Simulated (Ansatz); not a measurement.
# Bismuth, A7 rhombohedral under LDA: testing the cold (Marzari-Vanderbilt) smearing

Aim: find which cold (Marzari-Vanderbilt) smearing width is enough for energy and pressure. The geometry was relaxed under LDA beforehand and stays fixed; 7 values are run, from 0.01 to 1.0 eV. Wanted are the values from which on the energy stays within 10 and 1 meV/atom, and the pressure within 0.5 GPa, of the narrowest run. Within the series other settings stay, but some runs also write fields, which adds to their time. Spin polarisation is left out.

Computed with Ansatz 0.2.0 (DFT LDA, plane waves with PAW, scalar-relativistic, unless a step says otherwise).

**1. Starting point**

The structure is trigonal, space group R-3m (No. 166). The conventional cell has a = 4.490 Å, b = 4.490 Å, c = 11.517 Å, α = 90.00°, β = 90.00°, γ = 120.00°. Bi (site symmetry 3m) has 6 Bi at 3.06 to 3.41 Å as nearest neighbours.

Coordinates:

```cif
data_structure
_symmetry_space_group_name_H-M 'P 1'
_symmetry_Int_Tables_number 1
_cell_length_a 4.6322
_cell_length_b 4.6322
_cell_length_c 4.6322
_cell_angle_alpha 57.983
_cell_angle_beta 57.983
_cell_angle_gamma 57.983
_cell_volume 67.03
loop_
_atom_site_label
_atom_site_type_symbol
_atom_site_fract_x
_atom_site_fract_y
_atom_site_fract_z
_atom_site_occupancy
Bi1 Bi 0.23711 0.23711 0.23711 1
Bi2 Bi 0.76289 0.76289 0.76289 1
```

**2. Run at 0.01 eV**

The run at 0.01 eV.

input.yaml

```yaml
crystal:
  lattice:
    - [2.2451514826, 1.2962388128, 3.8388382945]
    - [-2.2451514826, 1.2962388128, 3.8388382945]
    - [0.0, -2.5924776257, 3.8388382945]
  atoms:
    - { symbol: Bi, position: [0.2371145469, 0.2371145469, 0.2371145469] }
    - { symbol: Bi, position: [0.7628854531, 0.7628854531, 0.7628854531] }
hamiltonian:
  xc: lda
  pseudopotentials:
    kind: paw
    azcp:
      Bi: "pseudopotentials/Bi.paw.azcp"
basis:
  ecutwfc: 420
  fft_grid_basis: typed
kpoints:
  mp_grid: { grid: [9, 9, 9], shift: [0, 0, 0] }
magnetization:
  spin_polarized: false
scf:
  occupations: { method: cold, width: 0.01 }
  lower_state_search: "off"
output:
  stress: true
  write_density: true
  write_potential: true
  elf: true
  volumetric_format: npy
```

Started as:

```bash
> ansatz run input.yaml --threads 2 --pin off --max-ram 5120MiB --backend cpu --events-out ev --progress --plain --runs-dir out
```

The program printed, cut to the lines that bear on the results:

```text
Warning: <dir> the record states the generating functional pbe (its physics header spells it `PBE`), which answers neither for hamiltonian.xc's functional nor for the lda family's — results may be inconsistent (PPs are generated against a specific XC)
Warning: RAYON_NUM_THREADS=2 ignored (pool sized by the plan → 2); use --threads N
[...]
Pseudopotentials: kind: paw
Pseudopotential: Bi, paw, valence charge 15, recommended cutoff 420 eV (normal), <dir>
Functional definition: SPW92
[...]
Crystal: 2 atoms, lattice volume = 67.032 Å³
Basis set: ecut = 420 eV, 1309 PW (Γ)
Bands: 19, of which v1, the nominal top of the filled ones, is band 15 counted from 1 (14 counted from 0)
Symmetry: 12 space group operations
Space group: R-3m (ITA 166), of the structure as read, at distance tolerance 4.1e-5 Å
k-points: 85 of 729
[...]
SCF iter   1: F=—  HF=-24171.734134 eV  |F-HF|=—  |Δ(HF+E_count)|=         —  Δρ=3.51e-3  dr2=3.98e-3  ethr=1.77e-3  ⟨swp⟩=6.5  Hψ=7926  notcnv=0
[...]
SCF iter   5: F=-24171.733375 eV  HF=-24171.733375 eV  |F-HF|=2.33e-8  |Δ(HF+E_count)|=   9.06e-7  S|Δr|=    0.00e0  Δρ=9.14e-6  dr2=5.12e-8  ethr=3.33e-10  ⟨swp⟩=8.7  Hψ=13433  notcnv=0
[...]
SCF converged after 5 iterations
Stability not checked: this state was not tested for a lower state beside it, because cold or Methfessel-Paxton smearing, or corrected tetrahedra, fill the levels in a way that the test cannot read (fill_not_monotonic; see scf.lower_state_search)
Free energy (F): -24171.733375 eV
[...]
E sigma→0 (E₀):  -24171.733380 eV
Entropy (-TS):   0.000013 eV (0.007 meV/atom)
Fermi energy:    10.069302 eV
Step filling:    the computed levels leave a gap of 0.0330 eV = 3.3 smearing widths at the electron count; against every level under it full and every level over it empty, smearing changes F+E_penalty+E_count by +0.013 meV and its σ→0 estimate by +8.96e-3 meV
[...]
--- Stress (GPa, compression-positive) ---
        0.018166       0.000000      -0.000000
        0.000000       0.018166       0.000000
        0.000000       0.000000      -0.061901
  P = ⅓ Tr σ = -0.0085 GPa (-0.085 kbar)
--- Band table (eV; the first three rows and the last of 85) ---
  k-point 0: bands = ["-12.7889", "-12.7889", "-12.6155", "-12.6155", "-12.6041", "-12.4048", "-12.3963", "-12.3963", "-12.2602", "-12.2602", "-3.3051", "2.7140", "8.5432", "8.7996", "8.7996", "12.8916", "13.1872", "13.1872", "15.6645"]
[...]
```

It took 7.5 s on 2 threads of Arm Neoverse N1, shared host; peak memory 0.37 GiB.

**3. Run at 0.03 eV**

The run at 0.03 eV.

Edit input.yaml of step 2 so:

```diff
@@ -22,3 +22,3 @@
 scf:
-  occupations: { method: cold, width: 0.01 }
+  occupations: { method: cold, width: 0.03 }
   lower_state_search: "off"
```

Started as:

```bash
> ansatz run input.yaml --threads 2 --pin off --max-ram 5120MiB --backend cpu --events-out ev --progress --plain --runs-dir out
```

The program printed, cut to the lines that bear on the results:

```text
Warning: <dir> the record states the generating functional pbe (its physics header spells it `PBE`), which answers neither for hamiltonian.xc's functional nor for the lda family's — results may be inconsistent (PPs are generated against a specific XC)
Warning: RAYON_NUM_THREADS=2 ignored (pool sized by the plan → 2); use --threads N
[...]
[... 3 set-up lines as earlier in the session ...]
[...]
Crystal: 2 atoms, lattice volume = 67.032 Å³
Basis set: ecut = 420 eV, 1309 PW (Γ)
Bands: 19, of which v1, the nominal top of the filled ones, is band 15 counted from 1 (14 counted from 0)
[... 2 set-up lines as earlier in the session ...]
k-points: 85 of 729
[...]
SCF iter   1: F=—  HF=-24171.734565 eV  |F-HF|=—  |Δ(HF+E_count)|=         —  Δρ=3.47e-3  dr2=3.90e-3  ethr=1.77e-3  ⟨swp⟩=6.3  Hψ=7998  notcnv=0
[...]
SCF converged after 5 iterations
Stability not checked: this state was not tested for a lower state beside it, because cold or Methfessel-Paxton smearing, or corrected tetrahedra, fill the levels in a way that the test cannot read (fill_not_monotonic; see scf.lower_state_search)
Free energy (F): -24171.733382 eV
[...]
E sigma→0 (E₀):  -24171.733358 eV
Entropy (-TS):   -0.000073 eV (-0.036 meV/atom)
Fermi energy:    10.079152 eV
Step filling:    the computed levels leave a gap of 0.0331 eV = 1.1 smearing widths at the electron count; against every level under it full and every level over it empty, smearing changes F+E_penalty+E_count by +7.05e-3 meV and its σ→0 estimate by +0.031 meV
[...]
--- Stress (GPa, compression-positive) ---
        0.020691       0.000000       0.000000
        0.000000       0.020691       0.000000
        0.000000       0.000000      -0.065919
  P = ⅓ Tr σ = -0.0082 GPa (-0.082 kbar)
--- Band table (eV; the first three rows and the last of 85) ---
  k-point 0: bands = ["-12.7885", "-12.7885", "-12.6152", "-12.6152", "-12.6037", "-12.4044", "-12.3960", "-12.3960", "-12.2598", "-12.2598", "-3.3048", "2.7143", "8.5434", "8.7999", "8.7999", "12.8917", "13.1875", "13.1875", "15.6647"]
[...]
```

Run time: 7.5 s. Hardware: 2 threads of Arm Neoverse N1, shared host; peak memory 0.37 GiB.

**4. Run at 0.1 eV**

The run at 0.1 eV.

Edit input.yaml of step 3 so:

```diff
@@ -22,3 +22,3 @@
 scf:
-  occupations: { method: cold, width: 0.03 }
+  occupations: { method: cold, width: 0.1 }
   lower_state_search: "off"
@@ -26,5 +26 @@
   stress: true
-  write_density: true
-  write_potential: true
-  elf: true
-  volumetric_format: npy
```

Started as:

```bash
> ansatz run input.yaml --threads 2 --pin off --max-ram 5120MiB --backend cpu --events-out ev --progress --plain --runs-dir out
```

The program printed, cut to the lines that bear on the results:

```text
Warning: <dir> the record states the generating functional pbe (its physics header spells it `PBE`), which answers neither for hamiltonian.xc's functional nor for the lda family's — results may be inconsistent (PPs are generated against a specific XC)
Warning: RAYON_NUM_THREADS=2 ignored (pool sized by the plan → 2); use --threads N
[...]
[... 3 set-up lines as earlier in the session ...]
[...]
Crystal: 2 atoms, lattice volume = 67.032 Å³
Basis set: ecut = 420 eV, 1309 PW (Γ)
Bands: 19, of which v1, the nominal top of the filled ones, is band 15 counted from 1 (14 counted from 0)
[... 2 set-up lines as earlier in the session ...]
k-points: 85 of 729
[...]
SCF iter   1: F=—  HF=-24171.734523 eV  |F-HF|=—  |Δ(HF+E_count)|=         —  Δρ=3.48e-3  dr2=3.92e-3  ethr=1.77e-3  ⟨swp⟩=5.8  Hψ=7655  notcnv=0
[...]
SCF iter   5: F=-24171.733323 eV  HF=-24171.733323 eV  |F-HF|=1.11e-9  |Δ(HF+E_count)|=   6.48e-7  S|Δr|=    0.00e0  Δρ=1.10e-5  dr2=4.99e-8  ethr=3.33e-10  ⟨swp⟩=4.0  Hψ=7578  notcnv=0
[...]
SCF converged after 5 iterations
Stability not checked: this state was not tested for a lower state beside it, because cold or Methfessel-Paxton smearing, or corrected tetrahedra, fill the levels in a way that the test cannot read (fill_not_monotonic; see scf.lower_state_search)
Free energy (F): -24171.733323 eV
[...]
E sigma→0 (E₀):  -24171.733675 eV
Entropy (-TS):   0.001057 eV (0.528 meV/atom)
Fermi energy:    10.058958 eV
Step filling:    the computed levels leave a gap of 0.0333 eV = 0.3 smearing widths at the electron count; against every level under it full and every level over it empty, smearing changes F+E_penalty+E_count by +0.068 meV and its σ→0 estimate by -0.284 meV
[...]
--- Stress (GPa, compression-positive) ---
        0.028012       0.000000       0.000000
        0.000000       0.028012       0.000000
        0.000000       0.000000      -0.088714
  P = ⅓ Tr σ = -0.0109 GPa (-0.109 kbar)
```

Run time: 5 s. Hardware: 2 threads of Arm Neoverse N1, shared host; peak memory 0.36 GiB.

**5. Run at 0.2 eV**

The run at 0.2 eV.

Edit input.yaml of step 4 so:

```diff
@@ -22,3 +22,3 @@
 scf:
-  occupations: { method: cold, width: 0.1 }
+  occupations: { method: cold, width: 0.2 }
   lower_state_search: "off"
```

Started as:

```bash
> ansatz run input.yaml --threads 2 --pin off --max-ram 5120MiB --backend cpu --events-out ev --progress --plain --runs-dir out
```

The program printed, cut to the lines that bear on the results:

```text
Warning: <dir> the record states the generating functional pbe (its physics header spells it `PBE`), which answers neither for hamiltonian.xc's functional nor for the lda family's — results may be inconsistent (PPs are generated against a specific XC)
Warning: RAYON_NUM_THREADS=2 ignored (pool sized by the plan → 2); use --threads N
[...]
[... 3 set-up lines as earlier in the session ...]
[...]
Crystal: 2 atoms, lattice volume = 67.032 Å³
Basis set: ecut = 420 eV, 1309 PW (Γ)
Bands: 19, of which v1, the nominal top of the filled ones, is band 15 counted from 1 (14 counted from 0)
[... 2 set-up lines as earlier in the session ...]
k-points: 85 of 729
[...]
SCF iter   1: F=—  HF=-24171.732805 eV  |F-HF|=—  |Δ(HF+E_count)|=         —  Δρ=3.49e-3  dr2=3.94e-3  ethr=1.77e-3  ⟨swp⟩=5.3  Hψ=7022  notcnv=0
[...]
SCF iter   6: F=-24171.731909 eV  HF=-24171.731909 eV  |F-HF|=1.08e-8  |Δ(HF+E_count)|=   1.10e-7  S|Δr|=    0.00e0  Δρ=5.46e-6  dr2=4.29e-8  ethr=3.33e-10  ⟨swp⟩=5.0  Hψ=6153  notcnv=0
[...]
SCF converged after 6 iterations
Stability not checked: this state was not tested for a lower state beside it, because cold or Methfessel-Paxton smearing, or corrected tetrahedra, fill the levels in a way that the test cannot read (fill_not_monotonic; see scf.lower_state_search)
Free energy (F): -24171.731909 eV
[...]
E sigma→0 (E₀):  -24171.733131 eV
Entropy (-TS):   0.003665 eV (1.833 meV/atom)
Fermi energy:    10.073576 eV
Step filling:    the computed levels leave a gap of 0.0332 eV = 0.2 smearing widths at the electron count; against every level under it full and every level over it empty, smearing changes F+E_penalty+E_count by +1.480 meV and its σ→0 estimate by +0.259 meV
[...]
--- Stress (GPa, compression-positive) ---
        0.032070       0.000000       0.000000
        0.000000       0.032070       0.000000
        0.000000       0.000000      -0.107849
  P = ⅓ Tr σ = -0.0146 GPa (-0.146 kbar)
```

It took 5.1 s on 2 threads of Arm Neoverse N1, shared host; peak memory 0.36 GiB.

**6. Run at 0.3 eV**

The run at 0.3 eV.

Edit input.yaml of step 5 so:

```diff
@@ -22,3 +22,3 @@
 scf:
-  occupations: { method: cold, width: 0.2 }
+  occupations: { method: cold, width: 0.3 }
   lower_state_search: "off"
```

Started as:

```bash
> ansatz run input.yaml --threads 2 --pin off --max-ram 5120MiB --backend cpu --events-out ev --progress --plain --runs-dir out
```

The program printed, cut to the lines that bear on the results:

```text
Warning: <dir> the record states the generating functional pbe (its physics header spells it `PBE`), which answers neither for hamiltonian.xc's functional nor for the lda family's — results may be inconsistent (PPs are generated against a specific XC)
Warning: RAYON_NUM_THREADS=2 ignored (pool sized by the plan → 2); use --threads N
[...]
[... 3 set-up lines as earlier in the session ...]
[...]
Crystal: 2 atoms, lattice volume = 67.032 Å³
Basis set: ecut = 420 eV, 1309 PW (Γ)
Bands: 19, of which v1, the nominal top of the filled ones, is band 15 counted from 1 (14 counted from 0)
[... 2 set-up lines as earlier in the session ...]
k-points: 85 of 729
[...]
SCF iter   1: F=—  HF=-24171.729650 eV  |F-HF|=—  |Δ(HF+E_count)|=         —  Δρ=3.47e-3  dr2=3.91e-3  ethr=1.77e-3  ⟨swp⟩=5.2  Hψ=6931  notcnv=0
[...]
SCF iter   6: F=-24171.728557 eV  HF=-24171.728557 eV  |F-HF|=1.24e-8  |Δ(HF+E_count)|=   1.14e-7  S|Δr|=    0.00e0  Δρ=5.38e-6  dr2=4.47e-8  ethr=3.33e-10  ⟨swp⟩=5.0  Hψ=5955  notcnv=0
[...]
SCF converged after 6 iterations
Stability not checked: this state was not tested for a lower state beside it, because cold or Methfessel-Paxton smearing, or corrected tetrahedra, fill the levels in a way that the test cannot read (fill_not_monotonic; see scf.lower_state_search)
Free energy (F): -24171.728557 eV
[...]
E sigma→0 (E₀):  -24171.734031 eV
Entropy (-TS):   0.016422 eV (8.211 meV/atom)
Fermi energy:    10.055130 eV
Step filling:    the computed levels leave a gap of 0.0331 eV = 0.1 smearing widths at the electron count; against every level under it full and every level over it empty, smearing changes F+E_penalty+E_count by +4.833 meV and its σ→0 estimate by -0.641 meV
[...]
--- Stress (GPa, compression-positive) ---
       -0.040900       0.000000       0.000000
        0.000000      -0.040900       0.000000
        0.000000       0.000000      -0.091435
  P = ⅓ Tr σ = -0.0577 GPa (-0.577 kbar)
```

It took 5 s on 2 threads of Arm Neoverse N1, shared host; peak memory 0.36 GiB.

**7. Run at 0.6 eV**

The run at 0.6 eV.

Edit input.yaml of step 6 so:

```diff
@@ -22,3 +22,3 @@
 scf:
-  occupations: { method: cold, width: 0.3 }
+  occupations: { method: cold, width: 0.6 }
   lower_state_search: "off"
```

Started as:

```bash
> ansatz run input.yaml --threads 2 --pin off --max-ram 5120MiB --backend cpu --events-out ev --progress --plain --runs-dir out
```

The program printed, cut to the lines that bear on the results:

```text
Warning: <dir> the record states the generating functional pbe (its physics header spells it `PBE`), which answers neither for hamiltonian.xc's functional nor for the lda family's — results may be inconsistent (PPs are generated against a specific XC)
Warning: RAYON_NUM_THREADS=2 ignored (pool sized by the plan → 2); use --threads N
[...]
[... 3 set-up lines as earlier in the session ...]
[...]
Crystal: 2 atoms, lattice volume = 67.032 Å³
Basis set: ecut = 420 eV, 1309 PW (Γ)
Bands: 19, of which v1, the nominal top of the filled ones, is band 15 counted from 1 (14 counted from 0)
[... 2 set-up lines as earlier in the session ...]
k-points: 85 of 729
[...]
SCF iter   1: F=—  HF=-24171.699045 eV  |F-HF|=—  |Δ(HF+E_count)|=         —  Δρ=3.41e-3  dr2=3.86e-3  ethr=1.77e-3  ⟨swp⟩=5.1  Hψ=7188  notcnv=0
[...]
SCF iter   6: F=-24171.697564 eV  HF=-24171.697564 eV  |F-HF|=1.49e-8  |Δ(HF+E_count)|=   7.25e-8  S|Δr|=    0.00e0  Δρ=5.33e-6  dr2=4.52e-8  ethr=3.33e-10  ⟨swp⟩=5.0  Hψ=5258  notcnv=0
[...]
SCF converged after 6 iterations
Stability not checked: this state was not tested for a lower state beside it, because cold or Methfessel-Paxton smearing, or corrected tetrahedra, fill the levels in a way that the test cannot read (fill_not_monotonic; see scf.lower_state_search)
Free energy (F): -24171.697564 eV
[...]
E sigma→0 (E₀):  -24171.723066 eV
Entropy (-TS):   0.076505 eV (38.252 meV/atom)
Fermi energy:    10.020195 eV
Step filling:    the computed levels leave a gap of 0.0327 eV = 0.1 smearing widths at the electron count; against every level under it full and every level over it empty, smearing changes F+E_penalty+E_count by +35.833 meV and its σ→0 estimate by +10.331 meV
[...]
--- Stress (GPa, compression-positive) ---
       -0.295808       0.000000       0.000000
        0.000000      -0.295808      -0.000000
       -0.000000      -0.000000      -0.025459
  P = ⅓ Tr σ = -0.2057 GPa (-2.057 kbar)
```

Wall time 5 s (2 threads of Arm Neoverse N1, shared host); peak memory 0.36 GiB.

**8. Run at 1.0 eV**

The run at 1.0 eV.

Edit input.yaml of step 7 so:

```diff
@@ -22,3 +22,3 @@
 scf:
-  occupations: { method: cold, width: 0.6 }
+  occupations: { method: cold, width: 1.0 }
   lower_state_search: "off"
@@ -26 +26,5 @@
   stress: true
+  write_density: true
+  write_potential: true
+  elf: true
+  volumetric_format: npy
```

Started as:

```bash
> ansatz run input.yaml --threads 2 --pin off --max-ram 5120MiB --backend cpu --events-out ev --progress --plain --runs-dir out
```

The program printed, cut to the lines that bear on the results:

```text
Warning: <dir> the record states the generating functional pbe (its physics header spells it `PBE`), which answers neither for hamiltonian.xc's functional nor for the lda family's — results may be inconsistent (PPs are generated against a specific XC)
Warning: RAYON_NUM_THREADS=2 ignored (pool sized by the plan → 2); use --threads N
band count auto-derived: 21 (N_el = 30.0; filled up to band 15; 19 by the electrons, moments and atoms)
[...]
[... 3 set-up lines as earlier in the session ...]
[...]
Crystal: 2 atoms, lattice volume = 67.032 Å³
Basis set: ecut = 420 eV, 1309 PW (Γ)
Bands: 21, of which v1, the nominal top of the filled ones, is band 15 counted from 1 (14 counted from 0)
[... 2 set-up lines as earlier in the session ...]
k-points: 85 of 729
[...]
SCF iter   1: F=—  HF=-24171.643672 eV  |F-HF|=—  |Δ(HF+E_count)|=         —  Δρ=3.28e-3  dr2=3.79e-3  ethr=1.77e-3  ⟨swp⟩=5.3  Hψ=7983  notcnv=0
[...]
SCF iter   6: F=-24171.641903 eV  HF=-24171.641903 eV  |F-HF|=1.93e-8  |Δ(HF+E_count)|=   8.86e-8  S|Δr|=    0.00e0  Δρ=5.75e-6  dr2=5.62e-8  ethr=3.33e-10  ⟨swp⟩=11.3  Hψ=14160  notcnv=0
[...]
SCF converged after 6 iterations
Stability not checked: this state was not tested for a lower state beside it, because cold or Methfessel-Paxton smearing, or corrected tetrahedra, fill the levels in a way that the test cannot read (fill_not_monotonic; see scf.lower_state_search)
Free energy (F): -24171.641903 eV
[...]
E sigma→0 (E₀):  -24171.693233 eV
Entropy (-TS):   0.153988 eV (76.994 meV/atom)
Fermi energy:    10.036154 eV
Step filling:    the computed levels leave a gap of 0.0311 eV = 0.0 smearing widths at the electron count; against every level under it full and every level over it empty, smearing changes F+E_penalty+E_count by +91.582 meV and its σ→0 estimate by +40.253 meV
[...]
--- Stress (GPa, compression-positive) ---
       -0.479339       0.000000       0.000000
        0.000000      -0.479339      -0.000000
       -0.000000      -0.000000      -0.216440
  P = ⅓ Tr σ = -0.3917 GPa (-3.917 kbar)
--- Band table (eV; the first three rows and the last of 85) ---
[... band rows left out ...]
[...]
```

Wall time 8.2 s (2 threads of Arm Neoverse N1, shared host); peak memory 0.38 GiB.

**9. All values side by side**

Differences are taken from the run at 0.01 eV.

```
smearing (eV)  F (meV/atom)  E(σ → 0) (meV/atom)  P (GPa)  SCF cycles  CPU time
         0.01          0.00                 0.00    -0.01           5      14 s
         0.03          0.00                 0.01    -0.01           5      14 s
          0.1          0.03                -0.15    -0.01           5     9.4 s
          0.2          0.73                 0.12    -0.01           6     9.7 s
          0.3          2.41                -0.33    -0.06           6     9.4 s
          0.6         17.91                 5.16    -0.21           6     9.4 s
          1.0         45.74                20.07    -0.39           6      16 s
```

**10. Outcome**

| quantity | value |
| --- | --- |
| E(σ → 0) stays within 10 meV/atom of 0.01 eV | up to 0.6 eV |
| E(σ → 0) stays within 1 meV/atom | up to 0.3 eV |
| pressure stays within 0.5 GPa | up to 1.0 eV |
| pressure at 0.01 eV | -0.01 GPa |
| energy of a separate run on a finer mesh (14×14×14) | +5.9 meV/atom from 0.01 eV |

What this shows: The far end, 1.0 eV, lies +20.1 meV/atom and -0.4 GPa from the yardstick. Over the range F shifts by +45.7 meV/atom, while E(σ → 0) shifts by +20.1. This scheme cancels the term in the square of the width, so F moves little up to 0.2 eV. The mesh (9×9×9) is fixed, so the narrowest widths carry a k-point error of their own. The yardstick itself is unsettled by 5.9 meV/atom against the finer mesh, so the thresholds above hold only within this series, and wider smearing, which averages over more states, can land nearer the fine-mesh value than the narrowest does. The cell taken over is 5 % smaller than the measured one (35.39 Å³/atom, COD).
